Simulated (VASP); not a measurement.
A VASP 6.6.1 single-point calculation on MgS

INCAR

```
SIGMA = 0.02
PREC = Accurate
ISMEAR = -1
LCHARG = .FALSE.
NSW = 0
ISIF = 2
GGA = PE
LREAL = .TRUE.
IBRION = -1
LWAVE = .FALSE.
LASPH = .TRUE.
ENCUT = 400
EDIFF = 1E-7
NELM = 93
NBANDS = 11
```

KPOINTS

```
KPOINTS created by Atomic Simulation Environment
0
Gamma
8 8 8
0 0 0
```

POSCAR

```
Mg S
 1.0000000000000000
     0.0000000000000000    2.8308768411016469    2.8308768411016469
     2.8308768411016469    0.0000000000000000    2.8308768411016469
     2.8308768411016469    2.8308768411016469    0.0000000000000000
 Mg  S
   1   1
Cartesian
  0.0000000000000000  0.0000000000000000  0.0000000000000000
  1.4154384205508233  1.4154384205508233  1.4154384205508233
```

The recommended PBE PAW datasets give the neutral cell 8 valence electrons.

Command

```
mpirun -np 1 vasp_std
```

OSZICAR

```
N       E                     dE             d eps       ncg     rms          rms(c)
DAV:   1     0.205732408252E+02    0.20573E+02   -0.29129E+03   654   0.453E+02
DAV:   2    -0.735937354595E+01   -0.27933E+02   -0.26997E+02   754   0.928E+01
DAV:   3    -0.898042141840E+01   -0.16210E+01   -0.16192E+01   798   0.238E+01
DAV:   4    -0.899277109008E+01   -0.12350E-01   -0.12349E-01   745   0.252E+00
DAV:   5    -0.899292664654E+01   -0.15556E-03   -0.15556E-03   827   0.281E-01    0.402E+00
DAV:   6    -0.850345285756E+01    0.48947E+00   -0.12267E+00   689   0.411E+00    0.309E+00
DAV:   7    -0.846902607435E+01    0.34427E-01   -0.26923E-01   755   0.211E+00    0.242E+00
DAV:   8    -0.847667466448E+01   -0.76486E-02   -0.23565E-02   689   0.920E-01    0.138E+00
DAV:   9    -0.847579441186E+01    0.88025E-03   -0.24292E-03   719   0.243E-01    0.449E-01
DAV:  10    -0.847599689725E+01   -0.20249E-03   -0.67362E-04   716   0.121E-01    0.866E-02
DAV:  11    -0.847600378270E+01   -0.68854E-05   -0.54309E-05   764   0.302E-02    0.576E-02
DAV:  12    -0.847600503720E+01   -0.12545E-05   -0.67096E-06   716   0.127E-02    0.721E-03
DAV:  13    -0.847600503858E+01   -0.13838E-08   -0.31066E-07   802   0.276E-03
   1 F= -.84760050E+01 E0= -.84760050E+01  d E =-.333052E-11
```

Standard output (part)

```
POSCAR found type information on POSCAR MgS
 POSCAR found :  2 types and       2 ions
|     You have a (more or less) 'small supercell' and for smaller cells       |
|     it is recommended to use the reciprocal-space projection scheme!        |
|     The real-space optimization is not efficient for small cells and it     |
|     is also less accurate ...                                               |
|     Therefore, set LREAL=.FALSE. in the INCAR file.                         |
|     The real-space projection scheme for the treatment of the non-local     |
|     real-space optimization of all non-local projectors! BE WARNED that     |
|     a calculation using the real-space projection scheme together with      |
|     non-local projectors which were not real-space optimized (according     |
|     to the plane-wave cutoff used in this calculation) might give more      |
|     or less inaccurate results. I hope you know what you are doing.         |
 LDA part: xc-table for (Slater+PW92), standard interpolation
 POSCAR, INCAR and KPOINTS ok, starting setup
 WAVECAR not read
 entering main loop
```

From OUTCAR

```
k-points           NKPTS =     29   k-points in BZ     NKDIM =     29   number of bands    NBANDS=     11

   NELECT =       8.0000    total number of electrons

   dimension x,y,z NGX =    28 NGY =   28 NGZ =   28
   dimension x,y,z NGXF=    56 NGYF=   56 NGZF=   56

  energy-cutoff  :      400.00
  volume of cell :       45.37
      direct lattice vectors                 reciprocal lattice vectors
     0.000000000  2.830876841  2.830876841    -0.176623721  0.176623721  0.176623721
     2.830876841  0.000000000  2.830876841     0.176623721 -0.176623721  0.176623721
     2.830876841  2.830876841  0.000000000     0.176623721  0.176623721 -0.176623721

 k-points in reciprocal lattice and weights: KPOINTS created by Atomic Simulation Env
   0.00000000  0.00000000  0.00000000       0.002
   0.12500000  0.00000000  0.00000000       0.016
   0.25000000  0.00000000  0.00000000       0.016
   0.37500000  0.00000000  0.00000000       0.016
   0.50000000  0.00000000  0.00000000       0.008
   0.12500000  0.12500000  0.00000000       0.012
   0.25000000  0.12500000  0.00000000       0.047
   0.37500000  0.12500000  0.00000000       0.047
   ...

 E-fermi :   1.4980

 k-point     1 :       0.0000    0.0000    0.0000
  band No.  band energies     occupation
      1     -10.2050      2.00000
      2       1.0628      2.00000
      3       1.0628      2.00000
      4       1.0628      2.00000
      5       4.5206      0.00000
      6       9.0124      0.00000
      7       9.0124      0.00000
      8       9.0124      0.00000
      9      11.8947      0.00000
     10      11.8947      0.00000
     11      14.7866      0.00000

 k-point     2 :       0.1250    0.0000    0.0000
  band No.  band energies     occupation
      1     -10.1177      2.00000
      2       0.3833      2.00000
      3       1.0097      2.00000
      4       1.0097      2.00000
      5       5.1802      0.00000
      6       8.8228      0.00000
      7       9.1898      0.00000
      8       9.1898      0.00000
      9      11.4381      0.00000
     10      11.4381      0.00000
     11      14.1849      0.00000

 k-point     3 :       0.2500    0.0000    0.0000
  band No.  band energies     occupation
      1      -9.8918      2.00000
      2      -0.7868      2.00000
      3       0.8896      2.00000
      4       0.8896      2.00000
      5       6.0343      0.00000
      6       8.8553      0.00000
      7       9.2267      0.00000
      8       9.2267      0.00000
      9      11.4904      0.00000
     10      11.4904      0.00000
     11      13.3196      0.00000

 k-point     4 :       0.3750    0.0000    0.0000
  band No.  band energies     occupation
      1      -9.6392      2.00000
      2      -1.7121      2.00000
      3       0.7796      2.00000
      4       0.7796      2.00000
      5       6.2093      0.00000
      6       8.8714      0.00000
      7       8.8714      0.00000
      8       9.4239      0.00000
      9      12.7868      0.00000
     10      12.7868      0.00000
     11      13.3160      0.00000

 k-point     5 :       0.5000    0.0000    0.0000
  band No.  band energies     occupation
      1      -9.5247      2.00000
      2      -2.0631      2.00000
      3       0.7365      2.00000
      4       0.7365      2.00000
      5       6.1778      0.00000
      6       8.7012      0.00000
      7       8.7012      0.00000
      8       9.6695      0.00000
      9      13.9497      0.00000
     10      14.2360      0.00000
     11      14.2360      0.00000

 ...

  Total        0.3532347      0.3532347      0.3532347     -0.0000000     -0.0000000      0.0000000
  in kB       12.4732916     12.4732916     12.4732916     -0.0000000     -0.0000000      0.0000000
  external PRESSURE =      12.4732916 kB  Pullay stress =       0.0000000 kB

 POSITION                                       TOTAL-FORCE (eV/Angst)
 -----------------------------------------------------------------------------------
      0.00000      0.00000      0.00000        -0.000000     -0.000000     -0.000000
      1.41544      1.41544      1.41544         0.000000      0.000000      0.000000
 -----------------------------------------------------------------------------------
    total drift:                                0.000000      0.000000      0.000000

  FREE ENERGIE OF THE ION-ELECTRON SYSTEM (eV)
  ---------------------------------------------------
  free  energy   TOTEN  =        -8.4760050386 eV

  energy  without entropy=       -8.4760050386  energy(sigma->0) =       -8.47600504
```

It converged. Results: gap between bands v and c on the k mesh 3.46 eV; least direct gap on the k mesh 3.46 eV; pressure 1.2 GPa. Band v is the last that the valence electrons fill when counted band by band, and c is the next.

For comparison, a separate PBE run of the intended cell, on usual settings and not on those above, gives a gap of 3.46 eV on its mesh and a pressure of 0.9 GPa.

The run above took about 15 s on one core of a shared host (Intel Xeon Platinum 8488C) and held 0.15 GiB at most.
